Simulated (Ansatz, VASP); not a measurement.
TaC: VASP beside Ansatz

```xyz
2
Lattice="0.0000 2.2523 2.2523 2.2523 0.0000 2.2523 2.2523 2.2523 0.0000" Properties=species:S:1:pos:R:3 pbc="T T T"
Ta    0.0000    0.0000    0.0000
C     2.2523    2.2523    2.2523
```

Change from the starting cell: volume scaled by 1.04.

Alike in both runs: task single point; functional PBE; k mesh 10 × 10 × 10; occupations fermi-dirac, width 0.05 eV; no spin polarisation.

|  | VASP | Ansatz |
| --- | --- | --- |
| version | VASP 6.6.1 | Ansatz 0.2.0 |
| potentials or method | VASP PAW PBE potentials, release 64 (Ta_pv, C) | Ansatz PAW |
| plane-wave cutoff (eV) | 520 | 420 |
| valence electrons in the cell | 15 | 17 |

Ansatz gave:

* gap on the k mesh at the Fermi level (eV): none
* pressure (GPa): -6.1

**Question.** Estimate VASP's values.

**Answer.** gap on the k mesh at the Fermi level (eV): none; pressure (GPa): -5.5.

A gap of «none» marks a metal or a gap that the smearing closes. The two sets of potentials don't hold the same shells in valence.

The runs have no spin-orbit coupling, so splittings on Ta are missing.
